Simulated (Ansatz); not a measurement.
Relaxed bulk PtSe$_{2}$, space group P-3m1 (No. 164):

```yaml
crystal:
  lattice:
    - [3.76072, 0.00000, 0.00000]
    - [-1.88036, 3.25688, 0.00000]
    - [0.00000, 0.00000, 4.86331]
  atoms:
    - { symbol: Pt, position: [0.00000, 0.00000, 0.00000] }
    - { symbol: Se, position: [0.33333, 0.66667, 0.26068] }
    - { symbol: Se, position: [0.66667, 0.33333, 0.73932] }
```

Level of theory: Ansatz, DFT PBEsol, scalar-relativistic, plane waves, PAW. Cutoff 420 eV, k spacing 0.19 to 0.25 Å⁻¹, dipole correction; no spin polarisation.

Slabs with different planes and terminations (top/bottom plane) are cut from it in 1×1 cells and relaxed. Each holds whole formula units counted by Pt and an excess Δn of Se (negative: a deficit); ΔE is its energy over those formula units in the bulk and the excess in the standard state of Se. The formation energy of PtSe$_{2}$ is -1.234 eV a formula unit (uncorrected), so Δμ(Se) runs from -0.617 eV to 0 if no other compound intervenes.

```csv
slab,A (Å²),Δn(Se),ΔE (eV)
"(001) Se/Se, Pt2Se6",12.25,+2.00,2.612
"(100) Se/Pt, Pt4Se8",18.29,0,3.533
```

Q: Work out each slab's surface energy at the Se-rich and Se-poor ends.

A: γ = [ΔE − Δn·Δμ(Se)]/(2A) × 16.02 J/m² per eV/Å², the mean of both faces:

```csv
slab,Se-rich (J/m²),Se-poor (J/m²)
"(001) Se/Se, Pt2Se6",1.71,2.51
"(100) Se/Pt, Pt4Se8",1.55,1.55
```

Q: Does the lowest surface change with the conditions?

A: No: among these slabs (100) Se/Pt, Pt4Se8 is lowest at both ends, and since each γ is a straight line in Δμ, throughout the range.

Only the planes named were cut, so another facet can lie lower still. Reconstructions in larger cells weren't sought.

The ordering of the two slabs shouldn't be read as the (100) edge being more stable than the basal plane. PtSe₂ is layered and cleaves most easily between adjacent Se sheets, which leaves whole Se–Pt–Se layers and breaks no Pt–Se bonds. That cut is stoichiometric, whereas Pt2Se6 carries two surplus Se atoms, which the bulk stacking places as an extra Se sheet on each outer face. Its 1.71 J/m² at the Se-rich end is therefore mainly the cost of these sheets, not of opening the interlayer gap. The Se atoms beneath already have their bonding needs largely met by Pt, and the 1×1 cell keeps the added atoms too far apart laterally to form the Se–Se bonds of elemental selenium. Poorer Se conditions penalise the surplus further, while the stoichiometric (100) slab is unaffected. Its 1.55 J/m² probably reflects severed Pt–Se bonds within the layers. The clean van der Waals termination of (001) would be expected to lie well below both, so these data don't establish the equilibrium crystal shape.
